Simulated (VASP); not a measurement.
# Dielectric function of CdS (Hawleyite)

What does the band structure of CdS (Hawleyite) give for its optical response? The cell is of the zinc-blende type, one of the forms listed for this formula. The start is a cell from a database of measured crystal structures.

Program: VASP 6.6.1. Level of theory: PBE; plane waves and PAW (Cd, S), in the first sound run; inputs show where later runs differ. Results are calculated unless marked as measured.

Most raw output is cut from this account.

## 1. The structure

It takes space group F-43m (No. 216, cubic). The conventional cell has a = 5.833 Å, b = 5.833 Å, c = 5.833 Å, α = 90.00°, β = 90.00°, γ = 90.00°. Cd has 4 S at 2.53 Å nearest. S has 4 Cd at 2.53 Å nearest. Farther neighbours and most contacts between anions are not listed.

## 2. Ground state

The ground state comes first.

INCAR reads:

```
SYSTEM = CdS
PREC = Accurate
ENCUT = 400
EDIFF = 1E-07
NELM = 100
ISMEAR = 0
SIGMA = 0.05
LREAL = .FALSE.
ALGO = Normal
GGA = PE
NBANDS = 15
LORBIT = 11
LWAVE = .FALSE.
LCHARG = .FALSE.
KPAR = 4
```

POSCAR reads:

```
CdS
1.0
    0.0000000000      2.9165000000      2.9165000000
    2.9165000000      0.0000000000      2.9165000000
    2.9165000000      2.9165000000      0.0000000000
Cd S
1 1
Direct
    0.0000000000      0.0000000000      0.0000000000
    0.7500000000      0.7500000000      0.7500000000
```

KPOINTS reads:

```
Automatic mesh
0
Gamma
7 7 7
0 0 0
```

Potentials, in the order of the species: Cd and S (PBE family, release 64).

On the command line:

```console
> mpirun -np 4 vasp_std
```

Wall time 4.6 s (4 MPI ranks of Intel Xeon Platinum 8259CL at 2.50GHz (Skylake/Cascade Lake), shared host); peak memory 0.59 GiB.

The gap is read on the k-mesh alone, so it is an upper bound where the band edges lie off the mesh.

This step gave:

* free energy (TOTEN): -6.117 eV
* Fermi energy: 1.556 eV
* pressure: 2.800 GPa
* gap on the k-mesh: 1.147 eV
* least direct gap on the k-mesh: 1.147 eV

The cell has a gap of 1.15 eV on this mesh and a pressure of +2.8 GPa, which holds the misfit of the given cell and coordinates with this functional, and any error of cutoff, mesh and data sets. Spin-orbit coupling is left out, which can shift or reorder these edges.

## 3. Spectrum

LOPTICS sums the direct transitions; the mesh is finer and NBANDS larger than for the ground state.

Changes to INCAR since step 2:

```diff
@@ -10,4 +10,3 @@
 GGA = PE
-NBANDS = 15
-LORBIT = 11
+NBANDS = 32
 LWAVE = .FALSE.
@@ -15 +14,4 @@
 KPAR = 4
+LOPTICS = .TRUE.
+NEDOS = 2000
+CSHIFT = 0.1
```

POSCAR is that of step 2.

KPOINTS reads:

```
Automatic mesh
0
Gamma
10 10 10
0 0 0
```

On the command line:

```console
> mpirun -np 4 vasp_std
```

The job ended after 14 s (4 MPI ranks; peak memory 0.84 GiB).

These are independent-particle spectra without excitons or local fields, and fine structure depends on the mesh and on CSHIFT.

This step gave:

| Property | Result |
| --- | --- |
| free energy (TOTEN) | -6.118 eV |
| Fermi energy | 1.523 eV |

The imaginary dielectric function, xx has structure finer than the step of the table below, so its rows give means over 1 eV, whole bins alone (the curve runs from 0 to 25.0 eV). Peaks (eV: height): 1.9: 2.91, 3.9: 6.18, 4.2: 6.28, 6.0: 9.57, 7.6: 8.41.

Absorption under the direct gap is the tail of the CSHIFT broadening, and fine structure depends on the mesh. Table of imaginary dielectric function, xx by photon energy; means over each step:

```csv
photon energy (eV),"imaginary dielectric function, xx"
1,0.567
2,1.53
3,2.53
4,4.66
5,4.93
6,8.12
7,6.86
8,6.10
9,2.78
10,1.77
11,1.68
12,1.37
13,0.965
14,0.989
15,0.801
16,0.600
17,0.570
18,0.445
19,0.396
20,0.542
21,0.407
22,0.322
23,0.321
24,0.270
```

The real dielectric function, xx by photon energy:

```csv
photon energy (eV),"real dielectric function, xx"
0.0,6.52
0.5,6.67
1.0,7.43
1.5,7.00
2.0,6.05
2.5,6.89
3.0,7.51
3.5,6.89
4.0,5.49
4.5,5.23
5.0,6.54
5.5,6.84
6.0,3.63
6.5,1.48
7.0,2.33
7.5,0.545
8.0,-2.18
8.5,-2.72
9.0,-1.96
9.5,-1.54
10.0,-0.898
10.5,-0.539
11.0,-0.571
11.5,-0.452
12.0,-0.686
12.5,-0.381
13.0,-0.379
13.5,-0.105
14.0,0.119
14.5,-0.178
15.0,-0.115
15.5,-0.0259
16.0,0.0663
16.5,0.189
17.0,0.179
17.5,0.187
18.0,0.200
18.5,0.304
19.0,0.517
19.5,0.501
20.0,0.411
20.5,0.358
21.0,0.311
21.5,0.376
22.0,0.442
22.5,0.486
23.0,0.497
23.5,0.454
24.0,0.604
24.5,0.542
```

## 4. Static response with local fields

Perturbation theory (LEPSILON) gives the dielectric tensor with local fields, and the Born charges.

INCAR reads:

```
SYSTEM = CdS
PREC = Accurate
ENCUT = 400
EDIFF = 1E-08
NELM = 100
ISMEAR = 0
SIGMA = 0.01
LREAL = .FALSE.
ALGO = Normal
GGA = PE
NBANDS = 15
LWAVE = .FALSE.
LCHARG = .FALSE.
KPAR = 4
LEPSILON = .TRUE.
```

POSCAR is that of step 3.

KPOINTS is that of step 3.

On the command line:

```console
> mpirun -np 4 vasp_std
```

The job ended after 1.9 min (4 MPI ranks; peak memory 1.4 GiB; 7.7 min of CPU time).

Energies printed during the response cycles are not total energies of the cell. The dielectric response converges more slowly with the mesh than energies do, so tensor and charges may still move on a finer one.

This step gave:

- Fermi energy: 1.398 eV
- pressure: 2.801 GPa

Electronic dielectric tensor with local fields:

```
6.26 0.00 0.00
0.00 6.26 0.00
0.00 0.00 6.26
```

Born effective charge (e), principal values of the symmetric part by kind of site:

```csv
atom,atoms with these values,low,middle,high,mean
Cd1,1,2.19,2.19,2.19,2.19
S2,1,-2.19,-2.19,-2.19,-2.19
```

In full for Cd1:

```
2.19 0.00 0.00
0.00 2.19 0.00
0.00 0.00 2.19
```

Piezoelectric tensor with clamped ions (C/m²), by row:

```csv
field,xx,yy,zz,xy,yz,zx
x,0,0,0,0,0.6292,0
y,0,0,0,0,0,0.6292
z,0,0,0,0.6292,0,0
```

The mean electronic (clamped-ion) dielectric constant is 6.26. No finer mesh was run, so at a direct gap of this size the value isn't shown to be converged.

## 5. Spectrum at r2SCAN

This step: r2SCAN; plane waves and PAW (Cd, S) (VASP 6.6.1).

The spectrum is made again with r2SCAN.

INCAR reads:

```
SYSTEM = CdS
PREC = Accurate
ENCUT = 400
EDIFF = 1E-07
NELM = 100
ISMEAR = 0
SIGMA = 0.05
LREAL = .FALSE.
ALGO = Normal
METAGGA = R2SCAN
LASPH = .TRUE.
NBANDS = 32
LWAVE = .FALSE.
LCHARG = .FALSE.
KPAR = 4
LOPTICS = .TRUE.
NEDOS = 2000
CSHIFT = 0.1
```

POSCAR is that of step 4.

KPOINTS is that of step 4.

On the command line:

```console
> mpirun -np 4 vasp_std
```

The job ended after 53 s (4 MPI ranks; peak memory 0.84 GiB; 3.4 min of CPU time).

The PAW data sets were made with PBE, which is usual practice but a small mismatch for other functionals.

Numbers from this step:

```
free energy (TOTEN)            : -29.68 eV
Fermi energy                   : 1.267 eV
pressure                       : 1.385 GPa
gap on the k-mesh              : 1.591 eV
least direct gap on the k-mesh : 1.591 eV
```

The imaginary dielectric function, xx has structure finer than the step of the table below, so its rows give means over 0.5 eV, whole bins alone (the curve runs from 0 to 25.0 eV). Peaks (eV: height): 4.32: 5.43, 4.75: 5.78, 6.49: 9.68, 7.99: 8.25.

Absorption under the direct gap is the tail of the CSHIFT broadening, and fine structure depends on the mesh. Imaginary dielectric function, xx against photon energy; means over each step:

photon energy (eV), imaginary dielectric function, xx and a bar:
```
      0.5       0.03 
      1.0       0.08 
      1.5       0.53 ##
      2.0       0.79 ###
      2.5       1.35 #####
      3.0       1.51 #####
      3.5       2.27 ########
      4.0       2.92 ###########
      4.5       4.50 ################
      5.0       4.24 ###############
      5.5       5.02 ##################
      6.0       6.80 #########################
      6.5       8.21 ##############################
      7.0       6.34 #######################
      7.5       6.57 ########################
      8.0       7.46 ###########################
      8.5       5.42 ####################
      9.0       4.06 ###############
      9.5       2.51 #########
     10.0       2.17 ########
     10.5       1.67 ######
     11.0       1.58 ######
     11.5       1.67 ######
     12.0       1.62 ######
     12.5       1.34 #####
     13.0       1.20 ####
     13.5       0.98 ###
     14.0       0.82 ###
     14.5       0.87 ###
     15.0       1.07 ####
     15.5       0.82 ###
     16.0       0.70 ##
     16.5       0.61 ##
     17.0       0.59 ##
     17.5       0.54 ##
     18.0       0.57 ##
     18.5       0.51 ##
     19.0       0.38 #
     19.5       0.35 #
     20.0       0.42 #
     20.5       0.53 ##
     21.0       0.52 ##
     21.5       0.45 ##
     22.0       0.38 #
     22.5       0.29 #
     23.0       0.32 #
     23.5       0.29 #
     24.0       0.34 #
     24.5       0.23 #
```

Real dielectric function, xx against photon energy:

photon energy (eV), real dielectric function, xx and a bar from the least value:
```
        0       5.60 ##########################
        1       5.88 ###########################
        2       6.68 #############################
        3       6.36 ############################
        4       6.96 ##############################
        5       5.16 ########################
        6       6.21 ############################
        7       1.69 #############
        8       0.40 #########
        9      -2.32 
       10      -1.33 ###
       11      -0.62 ######
       12      -0.15 #######
       13      -0.25 #######
       14      -0.06 #######
       15       0.06 ########
       16      -0.02 #######
       17       0.16 ########
       18       0.30 ########
       19       0.28 ########
       20       0.52 #########
       21       0.41 #########
       22       0.34 #########
       23       0.46 #########
       24       0.49 #########
```

## 6. Spectrum at LDA

This step: LDA; plane waves and PAW (Cd, S) (VASP 6.6.1).

The spectrum is made again with LDA.

Changes to INCAR since step 5:

```diff
@@ -9,4 +9,3 @@
 ALGO = Normal
-METAGGA = R2SCAN
-LASPH = .TRUE.
+GGA = CA
 NBANDS = 32
```

POSCAR is that of step 5.

KPOINTS is that of step 5.

On the command line:

```console
> mpirun -np 4 vasp_std
```

Elapsed: 13 s, on 4 MPI ranks; peak memory 0.78 GiB.

The PAW data sets were made with PBE, though LDA sets exist; this is a small mismatch.

This step gave:

| Quantity | Value |
| --- | --- |
| free energy (TOTEN) | -7.443 eV |
| pressure | -2.199 GPa |
| gap on the k-mesh | 0.8849 eV |
| least direct gap on the k-mesh | 0.8849 eV |

The imaginary dielectric function, xx has structure finer than the step of the table below, so its rows give means over 0.5 eV, whole bins alone (the curve runs from 0 to 25.0 eV). Peaks (eV: height): 0.86: 2.58, 1.67: 3.39, 3.68: 6.58, 4.04: 6.50, 5.88: 10.0, 7.44: 8.67.

Absorption under the direct gap is the tail of the CSHIFT broadening, and fine structure depends on the mesh. The imaginary dielectric function, xx by photon energy; means over each step:

photon energy (eV), imaginary dielectric function, xx and a bar:
```
      0.5        0.3 
      1.0        1.4 ####
      1.5        1.7 #####
      2.0        1.7 #####
      2.5        2.2 #######
      3.0        3.2 ###########
      3.5        4.4 ###############
      4.0        5.2 ##################
      4.5        4.3 ##############
      5.0        5.9 ####################
      5.5        7.8 ###########################
      6.0        8.8 ##############################
      6.5        6.6 ######################
      7.0        7.3 #########################
      7.5        7.5 ##########################
      8.0        5.4 ##################
      8.5        3.6 ############
      9.0        2.4 ########
      9.5        2.0 ######
     10.0        1.7 #####
     10.5        1.7 #####
     11.0        1.6 #####
     11.5        1.6 #####
     12.0        1.2 ###
     12.5        1.1 ###
     13.0        0.9 ##
     13.5        0.8 ##
     14.0        1.1 ###
     14.5        1.0 ###
     15.0        0.7 ##
     15.5        0.6 #
     16.0        0.6 #
     16.5        0.5 #
     17.0        0.6 #
     17.5        0.6 #
     18.0        0.4 #
     18.5        0.4 
     19.0        0.4 #
     19.5        0.5 #
     20.0        0.6 #
     20.5        0.5 #
     21.0        0.4 #
     21.5        0.3 
     22.0        0.3 
     22.5        0.3 
     23.0        0.3 
     23.5        0.3 
     24.0        0.3 
     24.5        0.3
```

Real dielectric function, xx against photon energy:

```csv
photon energy (eV),"real dielectric function, xx"
0.0,7.39
0.5,7.77
1.0,6.19
1.5,8.49
2.0,7.03
2.5,7.83
3.0,7.42
3.5,8.64
4.0,7.22
4.5,4.83
5.0,6.32
5.5,5.98
6.0,1.88
6.5,1.12
7.0,1.05
7.5,-1.49
8.0,-2.45
8.5,-3.07
9.0,-1.70
9.5,-1.44
10.0,-0.885
10.5,-0.719
11.0,-0.538
11.5,-0.756
12.0,-0.651
12.5,-0.502
13.0,-0.377
13.5,-0.0265
14.0,0.127
14.5,-0.227
15.0,-0.100
15.5,0.0664
16.0,0.0479
16.5,0.236
17.0,0.150
17.5,0.170
18.0,0.262
18.5,0.338
19.0,0.515
19.5,0.546
20.0,0.468
20.5,0.371
21.0,0.315
21.5,0.433
22.0,0.418
22.5,0.509
23.0,0.476
23.5,0.489
24.0,0.592
24.5,0.509
```

## 7. Summary of results

```json
{
 "PBE, independent particles": "eps xx at zero frequency 6.52, centre of weight of eps2 xx, over the range kept, at 7.95 eV, mesh 10×10×10",
 "r2SCAN, independent particles": "eps xx at zero frequency 5.60, centre of weight of eps2 xx, over the range kept, at 8.54 eV, mesh 10×10×10",
 "LDA, independent particles": "eps xx at zero frequency 7.39, centre of weight of eps2 xx, over the range kept, at 7.67 eV, mesh 10×10×10 (not shown to be converged at so small a direct gap)",
 "PBE, with local fields": "eps 6.26, 6.26, 6.26"
}
```

**Reading.** Local fields, and the bands above those summed, take the mean static value from 6.52 to 6.26. Excitons and quasiparticle shifts are absent, so the onset can't be set against measurement and its shape can differ. Spin-orbit coupling is left out; with Cd in the cell it can split or shift band edges, by an amount that depends on which atoms form them and isn't tested here.

[Lines on the potential files, build, host, timing and source positions are cut from VASP's logs without a mark.]

[Logs are printed without paths, hosts, clocks, repeated set-up lines and the standing remarks that a program may print on its own settings, such as how far it seeks lower states.]

[Hosts, paths, dates, database ids (printed as entryN), source tags and the programs' standing remarks are cut or masked in the printed files.]
